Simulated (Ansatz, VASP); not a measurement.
**Two plane-wave programs on CdS (Hawleyite)**

```
CELL_PARAMETERS angstrom
0.00000 2.91228 2.91228
2.91228 0.00000 2.91228
2.91228 2.91228 0.00000
ATOMIC_POSITIONS crystal
Cd 0.00000 0.00000 0.00000
S 0.25000 0.25000 0.25000
```

Alike in both runs: functional PBEsol; k mesh 8 × 8 × 8; occupations gaussian, width 0.02 eV; no spin polarisation.

Ansatz relaxed the structure, and its values are those at the end. VASP's run is a single point on that final structure, the one shown.

```csv
,VASP,Ansatz
version,VASP 6.6.1,Ansatz 0.2.0
potentials or method,"VASP PAW PBE potentials, release 64 (Cd, S)","scalar-relativistic, plane waves, PAW"
plane-wave cutoff (eV),520,420
valence electrons in the cell,18,26
```

```csv
,VASP,Ansatz,Ansatz less VASP
gap on the k mesh at the Fermi level (eV),1.02,1.01,-0.005
least direct gap on the mesh (eV),1.02,1.01,-0.005
pressure (GPa),0.4,0.0,-0.39
```

The two sets of potentials don't hold the same shells in valence.

Caveats: the PAW data sets were made with another functional, which shifts forces and pressure a little (VASP). Expect the measured gap to be larger: semilocal functionals such as PBEsol lack the derivative discontinuity.
